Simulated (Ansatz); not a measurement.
## How much do the gradients of CO2 depend on the method?

Cell: a computed structure from the Materials Project (it need not be an observed phase), taken as it stands.

Space group R-3c:H (No. 167); a = 9.7835, c = 12.1555 Å, γ = 120.00°.

```
site  Wyckoff  site symmetry       x       y       z
  C1       6b            -3.  0.0000  0.0000  0.0000
  C3      18e             .2  0.0812  0.4145  0.4167
  O9      12c             3.  0.0000  0.0000  0.9040
 O13      36f              1  0.1446  0.3510  0.4539
```

One atom of each set is listed; the run and its k-mesh use a cell of 24 atoms with edges of 6.95, 6.95, 6.95 Å.

First run. Level of theory: DFT, PBE, plane waves and PAW, scalar-relativistic, 420 eV cutoff, Γ-centred 4×4×4 k-points, Fermi–Dirac smearing 0.02 eV (Ansatz 0.2.0).

```csv
site,V_zz (10²¹ V/m²),η
C1,-2.91,0.00
C3,-2.91,0.00
O9,7.20,0.00
O13,7.13,0.02
```

Second run. The same atoms and settings, except that the functional is LDA.

Problem. Given the first result, estimate the second.

Solution. 

```tsv
site	V_zz	η	change of V_zz
C1	-2.94	0.00	-0.03
C3	-2.94	0.00	-0.03
O9	6.61	0.00	-0.59
O13	6.56	0.02	-0.57
```

The largest change of V_zz is on O9, from 7.20 to 6.61. In per cent, |V_zz| changes by +1 on C, -8 on O (all sites that start above 0.5).

For the second run: The largest force is 0.6 eV/Å, so the atoms aren't at the calculated equilibrium and relaxing them would move these values.
